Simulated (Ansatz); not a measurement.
# BN: the cost of one run

Method: DFT r2SCAN, scalar-relativistic, plane waves, PAW, in Ansatz 0.2.0.

2 further runs of the same task are left out: 1 that didn't finish, 1 set aside as unsound or not needed.

### 1 Starting point

It takes space group F-43m (No. 216, cubic). The conventional cell has a = 3.625 Å, b = 3.625 Å, c = 3.625 Å, α = 90.00°, β = 90.00°, γ = 90.00°. B (site symmetry -43m) has 4 N at 1.57 Å as nearest neighbours. N (site symmetry -43m) has 4 B at 1.57 Å as nearest neighbours.

Coordinates:

```cif
data_structure
_symmetry_space_group_name_H-M 'F-43m'
_symmetry_Int_Tables_number 216
_cell_length_a 3.6247
_cell_length_b 3.6247
_cell_length_c 3.6247
_cell_angle_alpha 90.000
_cell_angle_beta 90.000
_cell_angle_gamma 90.000
_cell_volume 47.62
loop_
_atom_site_label
_atom_site_type_symbol
_atom_site_symmetry_multiplicity
_atom_site_Wyckoff_symbol
_atom_site_fract_x
_atom_site_fract_y
_atom_site_fract_z
_atom_site_occupancy
B1 B 4 d 0.25000 0.25000 0.75000 1
N1 N 4 b 0.50000 0.00000 0.00000 1
```

It is the end of an earlier relaxation with the same method, from a distorted copy of a database structure. At a tolerance of 0.02 Å it has space group F-43m (No. 216); it has 5.95 Å³/atom, an uncorrected energy of -1.17 eV/atom over the elements and, on its mesh, gap 4.46 eV.

### 2 The same geometry with r2SCAN

File input.yaml:

```yaml
crystal:
  lattice:
    - [0.0, 1.8123409538, 1.8123409538]
    - [1.8123409538, 0.0, 1.8123409538]
    - [1.8123409538, 1.8123409538, 0.0]
  atoms:
    - { symbol: B, position: [0.25, 0.25, 0.25] }
    - { symbol: "N", position: [0.5, 0.5, 0.5] }
basis:
  ecutwfc: 500
kpoints:
  mp_grid: { grid: [12, 12, 12] }
  band_path:
    path:
      - [[0.0, 0.0, 0.0], [-0.5, -0.5, 0.0], [-0.375, -0.375, 0.25]]
      - [[-0.375, 0.0, 0.375], [0.0, 0.0, 0.0], [0.0, 0.0, 0.5], [-0.5, -0.25, 0.25], [-0.5, -0.5, 0.0]]
    npoints: 14
hamiltonian:
  xc: r2scan
scf:
  occupations: { method: gaussian, width: 0.02 }
  n_extra_bands: 6
output:
  forces: true
  stress: true
  eigenvalues: true
  populations: true
  dos: { projected: true, de: 0.02, nscf_kmesh: { grid: [18, 18, 18] } }
  bader: true
  write_density: true
  write_potential: true
  elf: true
  volumetric_format: npy
```

Launch:

```
$ ansatz run input.yaml --threads 1 --pin off --max-ram 2560MiB --backend cpu --events-out ev --progress --plain --runs-dir out
```

Q: Estimate wall time and peak memory on 1 thread of Arm Neoverse N1, shared host.

About 33 s, with a peak of 0.29 GiB.
